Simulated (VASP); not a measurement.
# Al in VASP: a series of runs

The runs below take Al through single point, relaxation of the atoms, with PBEsol.

Everything below comes from runs of VASP 6.6.1. Logs are shortened: lines on timing, memory, paths and dates and some standing lists are left out, and cuts for length are marked.

## 1. Starting point

The cell holds a slab with vacuum, 10 atoms: a = 2.839 Å, b = 4.016 Å, c = 27.778 Å, α = 90.00°, β = 90.00°, γ = 90.00°.

The slab is cut from a database's or a generator's crystal, which needn't be the stable form of the element.

## 2. Single point, PBEsol

INCAR

```
SYSTEM = Al
  PREC = Accurate
  ENCUT = 520
  EDIFF = 1E-6
  ISMEAR = 1
  SIGMA = 0.1
  LREAL = .FALSE.
  LASPH = .TRUE.
  NELM = 80
  ALGO = Normal
  ISIF = 2
  LWAVE = .FALSE.
  LCHARG = .FALSE.
  LDIPOL = .TRUE.
  IDIPOL = 3
  DIPOL = 0.5 0.5 0.500
  GGA = PS
  NBANDS = 26
  LVHAR = .TRUE.
  LVACPOTAV = .TRUE.
  ICORELEVEL = 1
  KPAR = 4
```

KPOINTS

```
Automatic mesh
0
G
  14 10 1
  0 0 0
```

POSCAR

```
Al
1.0
    2.8394891000      0.0000000000      0.0000000000
    0.0000000000      4.0156440000      0.0000000000
    0.0000000000      0.0000000000     27.7777009600
Al
10
Direct
    0.5000000000      0.5000000000      0.2700007500
    0.0000000000      0.0000000000      0.3211116900
    0.5000000000      0.5000000000      0.3722226400
    0.0000000000      0.0000000000      0.4233335800
    0.5000000000      0.5000000000      0.4744445300
    0.0000000000      0.0000000000      0.5255554700
    0.5000000000      0.5000000000      0.5766664200
    0.0000000000      0.0000000000      0.6277773600
    0.5000000000      0.5000000000      0.6788883100
    0.0000000000      0.0000000000      0.7299992500
```

Potentials or basis: VASP PAW PBE potentials, release 64 (Al).

On the command line:

```sh
$ cat potpaw_PBE.64/Al/POTCAR > POTCAR
$ mpirun -np 4 vasp_std > vasp.out
```

OUTCAR:

```text
SYSTEM = Al
   PREC = Accurate
   ENCUT = 520
   EDIFF = 1E-6
   ISMEAR = 1
   LREAL = .FALSE.
   LASPH = .TRUE.
   NELM = 80
   ISIF = 2
   GGA = PS

 ion  position               nearest neighbor table
   1  0.500  0.500  0.270-   2 2.84   2 2.84   2 2.84   2 2.84   3 2.84
   2  0.000  0.000  0.321-   1 2.84   1 2.84   1 2.84   1 2.84   4 2.84   3 2.84   3 2.84   3 2.84
                             3 2.84
   3  0.500  0.500  0.372-   4 2.84   4 2.84   4 2.84   4 2.84   1 2.84   5 2.84   2 2.84   2 2.84
                             2 2.84   2 2.84
   4  0.000  0.000  0.423-   3 2.84   3 2.84   3 2.84   3 2.84   2 2.84   6 2.84   5 2.84   5 2.84
                             5 2.84   5 2.84
   5  0.500  0.500  0.474-   6 2.84   6 2.84   6 2.84   6 2.84   7 2.84   3 2.84   4 2.84   4 2.84
                             4 2.84   4 2.84
   6  0.000  0.000  0.526-   5 2.84   5 2.84   5 2.84   5 2.84   8 2.84   4 2.84   7 2.84   7 2.84
                             7 2.84   7 2.84
   7  0.500  0.500  0.577-   8 2.84   8 2.84   8 2.84   8 2.84   9 2.84   5 2.84   6 2.84   6 2.84
                             6 2.84   6 2.84
   8  0.000  0.000  0.628-   7 2.84   7 2.84   7 2.84   7 2.84  10 2.84   6 2.84   9 2.84   9 2.84
                             9 2.84   9 2.84
   9  0.500  0.500  0.679-  10 2.84  10 2.84  10 2.84  10 2.84   7 2.84   8 2.84   8 2.84   8 2.84
                             8 2.84
  10  0.000  0.000  0.730-   9 2.84   9 2.84   9 2.84   9 2.84   8 2.84

  LATTYP: Found a simple orthorhombic cell.
 ALAT       =     2.8394891000
 B/A-ratio  =     1.4142135640
 C/A-ratio  =     9.7826404616

  Lattice vectors:

 A1 = (   2.8394891000,   0.0000000000,   0.0000000000)
 A2 = (   0.0000000000,   4.0156440000,   0.0000000000)
 A3 = (   0.0000000000,   0.0000000000,  27.7777009600)

Analysis of symmetry for initial positions (statically):
=====================================================================
 Subroutine PRICEL returns:
 Original cell was already a primitive cell.

 Routine SETGRP: Setting up the symmetry group for a
 simple orthorhombic supercell.

 Subroutine GETGRP returns: Found  8 space group operations
 (whereof  4 operations were pure point group operations)
 out of a pool of  8 trial point group operations.

The static configuration has the point symmetry C_2v.
 The point group associated with its full space group is D_2h.

Analysis of symmetry for dynamics (positions and initial velocities):
=====================================================================
 Subroutine PRICEL returns:
 Original cell was already a primitive cell.

 Routine SETGRP: Setting up the symmetry group for a
 simple orthorhombic supercell.

 Subroutine GETGRP returns: Found  8 space group operations
 (whereof  4 operations were pure point group operations)
 out of a pool of  8 trial point group operations.

The dynamic configuration has the point symmetry C_2v.
 The point group associated with its full space group is D_2h.

 Subroutine INISYM returns: Found  8 space group operations
 (whereof  4 operations are pure point group operations),
 and found     1 'primitive' translations

----------------------------------------------------------------------------------------

                                     Primitive cell

  volume of cell :     316.7318

  direct lattice vectors                    reciprocal lattice vectors
     2.839489100  0.000000000  0.000000000     0.352176031  0.000000000  0.000000000
     0.000000000  4.015644000  0.000000000     0.000000000  0.249026059  0.000000000
     0.000000000  0.000000000 27.777700960     0.000000000  0.000000000  0.036000100

  length of vectors
     2.839489100  4.015644000 27.777700960     0.352176031  0.249026059  0.036000100

  position of ions in fractional coordinates (direct lattice)
     0.500000000  0.500000000  0.270000750
     0.000000000  0.000000000  0.321111690
     0.500000000  0.500000000  0.372222640
     0.000000000  0.000000000  0.423333580
     0.500000000  0.500000000  0.474444530
     0.000000000  0.000000000  0.525555470
     0.500000000  0.500000000  0.576666420
[... 29 lines left out ...]
     0.000000000  0.024902606  0.000000000     0.000000000  0.100000000  0.000000000
     0.000000000  0.000000000  0.036000100     0.000000000  0.000000000  1.000000000

  Length of vectors
     0.025155431  0.024902606  0.036000100

  Shift w.r.t. Gamma in fractional coordinates (k-lattice)
     0.000000000  0.000000000  0.000000000

 Subroutine IBZKPT returns following result:
 ===========================================

 Found     48 irreducible k-points:

 Following reciprocal coordinates:
            Coordinates               Weight
  0.000000  0.000000  0.000000      1.000000
  0.071429  0.000000  0.000000      2.000000
  0.142857  0.000000  0.000000      2.000000
  0.214286  0.000000  0.000000      2.000000
  0.285714  0.000000  0.000000      2.000000
  0.357143  0.000000  0.000000      2.000000
[... 16 lines left out ...]
  0.428571  0.200000  0.000000      4.000000
  0.500000  0.200000  0.000000      2.000000
 [... further k-points ...]
   k-points           NKPTS =     48   k-points in BZ     NKDIM =     48   number of bands    NBANDS=     26
   number of dos      NEDOS =    301   number of ions     NIONS =     10
   total plane-waves  NPLWV = 151200
   dimension x,y,z NGX =    24 NGY =   30 NGZ =  210
   dimension x,y,z NGXF=    48 NGYF=   60 NGZF=  420
   ions per type =              10
   NGX,Y,Z   is equivalent  to a cutoff of  14.05, 12.42, 12.57 a.u.
   NGXF,Y,Z  is equivalent  to a cutoff of  28.10, 24.84, 25.14 a.u.
 SYSTEM =  Al
   PREC   = accura    normal or accurate (medium, high low for compatibility)
   ISTART =      0    job   : 0-new  1-cont  2-samecut
   ICHARG =      2    charge: 1-file 2-atom 10-const
   ISPIN  =      1    spin polarized calculation?
   LNONCOLLINEAR =      F non collinear calculations
   LSORBIT =      F    spin-orbit coupling
   LASPH  =      T    aspherical Exc in radial PAW
   ENCUT  =  520.0 eV  38.22 Ry    6.18 a.u.   5.28  7.47 51.65*2*pi/ulx,y,z
   NELM   =     80;   NELMIN=  2; NELMDL= -5     # of ELM steps
   EDIFF  = 0.1E-05   stopping-criterion for ELM
   LREAL  =      F    real-space projection
   EDIFFG = 0.1E-04   stopping-criterion for IOM
   NSW    =      0    number of steps for IOM
   IBRION =     -1    ionic relax: 0-MD 1-quasi-New 2-CG
   NFREE  =      0    steps in history (QN), initial steepest desc. (CG)
   ISIF   =      2    stress and relaxation
   ISYM   =      2    0-nonsym 1-usesym 2-fastsym
   POTIM  = 0.5000    time-step for ionic-motion
   TEBEG  =    0.0;   TEEND  =   0.0 temperature during run
   PSTRESS=    0.0 pullay stress
   NELECT =      30.0000    total number of electrons
   NUPDOWN=      -1.0000    fix difference up-down
   EMIN   =  10.00;   EMAX   =-10.00  energy-range for DOS
   EFERMI =   0.00;   METHOD = LEGACY
   ISMEAR =     1;   SIGMA  =   0.10  broadening in eV -4-tet -1-fermi 0-gaus
   EFERMI_NEDOS =   21; number of points for ismear=-14 and -15
   IALGO  =     38    algorithm
   IMIX   =      4    mixing-type and parameters
     AMIX     =   0.40;   BMIX     =  1.00
     AMIX_MAG =   1.60;   BMIX_MAG =  1.00
  volume/ion in A,a.u.               =      31.67       213.74
  Fermi-wavevector in a.u.,A,eV,Ry     =   0.746251  1.410209  7.576947  0.556890
  Thomas-Fermi vector in A             =   1.842028
   LORBIT       =      0    0 simple, 1 ext, 2 COOP (PROOUT), +10 PAW based schemes
   GGA     = PS    functional components
   LHFCALC =     F    Hartree Fock is set to
   AEXX    =    0.0000 exact exchange contribution
   IVDW    =     0    specifies the selected vdW correction
   LEPSILON=     F    determine dielectric tensor
   LRPA    =     F    only Hartree local field effects (RPA)
 non-spin polarized calculation
 Methfessel and Paxton  Order N= 1 SIGMA  =   0.10
  energy-cutoff  :      520.00
  volume of cell :      316.73
 maximum number of plane-waves:      8586
 NGX is ok and might be reduce to    24
   NGX = 11   NGY = 15   NGZ =103

 number of electron      30.0000000 magnetization

 dipolmoment           0.000000      0.000000     -0.000000 electrons x Angstroem

 Free energy of the ion-electron system (eV)
  ---------------------------------------------------
  ext. energy  EPLUGINS =         0.00000000
  ---------------------------------------------------
  free energy    TOTEN  =       -39.24129554 eV

  energy without entropy =      -39.24286106  energy(sigma->0) =      -39.24181738

 the core state eigenenergies are
   1-  1s  -1504.1673  2s   -101.3326  2p    -62.7979
   2-  1s  -1503.9459  2s   -101.1797  2p    -62.6394
   3-  1s  -1503.8743  2s   -101.1365  2p    -62.5947
   4-  1s  -1503.8814  2s   -101.1403  2p    -62.5987
   5-  1s  -1503.9398  2s   -101.1849  2p    -62.6440
   6-  1s  -1503.9398  2s   -101.1849  2p    -62.6440
   7-  1s  -1503.8814  2s   -101.1403  2p    -62.5987
   8-  1s  -1503.8743  2s   -101.1365  2p    -62.5947
   9-  1s  -1503.9459  2s   -101.1797  2p    -62.6394
  10-  1s  -1504.1673  2s   -101.3326  2p    -62.7979

 E-fermi :   2.2315     XC(G=0):  -6.0403

 val. band max:        2.1925834202   @ k =   0.0714   0.0000   0.0000
 cond. band min:       2.2415809996   @ k =   0.2143   0.2000   0.0000
 fundamental gap:      0.0489975794
 Fermi energy:         2.2315165035

 k-point     1 :       0.0000    0.0000    0.0000
  band No.  band energies     occupation
      1      -8.8975      2.00000
      2      -8.3799      2.00000
      3      -7.5587      2.00000
      4      -6.4371      2.00000
      5      -5.0672      2.00000
      6      -3.4983      2.00000
[... 685 lines left out ...]
     25       5.1175      0.00000
     26       5.1175      0.00000

 [... further k-points ...]
[... 5 lines left out ...]
  --------------------------------------------------------------------------------------
  -------------------------------------------------------------------------------------
  Total       -2.6757585     -1.2706358     -0.7516342      0.0000000      0.0000000      0.0000000
  in kB      -13.5352344     -6.4274684     -3.8021165      0.0000000      0.0000000      0.0000000
  external PRESSURE =      -7.9216064 kB  Pullay stress =       0.0000000 kB

 VOLUME and BASIS-vectors are now :
 -----------------------------------------------------------------------------
  energy-cutoff  :      520.00
  volume of cell :      316.73
      direct lattice vectors                 reciprocal lattice vectors
     2.839489100  0.000000000  0.000000000     0.352176031  0.000000000  0.000000000
     0.000000000  4.015644000  0.000000000     0.000000000  0.249026059  0.000000000
     0.000000000  0.000000000 27.777700960     0.000000000  0.000000000  0.036000100

 POSITION                                       TOTAL-FORCE (eV/Angst)
 -----------------------------------------------------------------------------------
      1.41974      2.00782      7.50000         0.000000      0.000000      0.220703
      0.00000      0.00000      8.91974         0.000000      0.000000     -0.137204
      1.41974      2.00782     10.33949         0.000000      0.000000      0.003173
      0.00000      0.00000     11.75923         0.000000      0.000000     -0.141583
      1.41974      2.00782     13.17898         0.000000      0.000000     -0.087868
      0.00000      0.00000     14.59872         0.000000      0.000000      0.087868
      1.41974      2.00782     16.01847         0.000000      0.000000      0.141583
      0.00000      0.00000     17.43821         0.000000      0.000000     -0.003173
      1.41974      2.00782     18.85796         0.000000      0.000000      0.137204
      0.00000      0.00000     20.27770         0.000000      0.000000     -0.220703
 -----------------------------------------------------------------------------------
    total drift:                               -0.000000     -0.000000      0.000000

  FREE ENERGIE OF THE ION-ELECTRON SYSTEM (eV)
  ---------------------------------------------------
  free  energy   TOTEN  =       -39.2412955405 eV

  energy  without entropy=      -39.2428610637  energy(sigma->0) =      -39.24181738

 vacuum level on the upper side and lower side of the slab         6.347         6.347
```

Wall time 86 s (4 MPI ranks of Intel Xeon 6975P-C (Granite Rapids), shared host); peak memory 0.54 GiB.

Results:

- Free energy: -39.2413 eV
- Largest force: 0.221 eV/Å
- Band gap on the k mesh: none (metal or under the smearing width)
- Work function of the upper face: 4.12 eV
- Work function of the lower face: 4.12 eV

Forces on the atoms (eV/Å):
```
Al   0.000  0.000  0.221
Al   0.000  0.000 -0.137
Al   0.000  0.000  0.003
Al   0.000  0.000 -0.142
Al   0.000  0.000 -0.088
Al   0.000  0.000  0.088
Al   0.000  0.000  0.142
Al   0.000  0.000 -0.003
Al   0.000  0.000  0.137
Al   0.000  0.000 -0.221
```

Core levels (eV, on the scale of the bands):
```csv
atom,levels
1 Al,"1s -1504.2, 2s -101.3, 2p -62.8"
2 Al,"1s -1503.9, 2s -101.2, 2p -62.6"
3 Al,"1s -1503.9, 2s -101.1, 2p -62.6"
4 Al,"1s -1503.9, 2s -101.1, 2p -62.6"
5 Al,"1s -1503.9, 2s -101.2, 2p -62.6"
6 Al,"1s -1503.9, 2s -101.2, 2p -62.6"
```

Caveat: the PAW data sets were made with another functional, which shifts forces and pressure a little.

(Continued in part 2 of 2.)
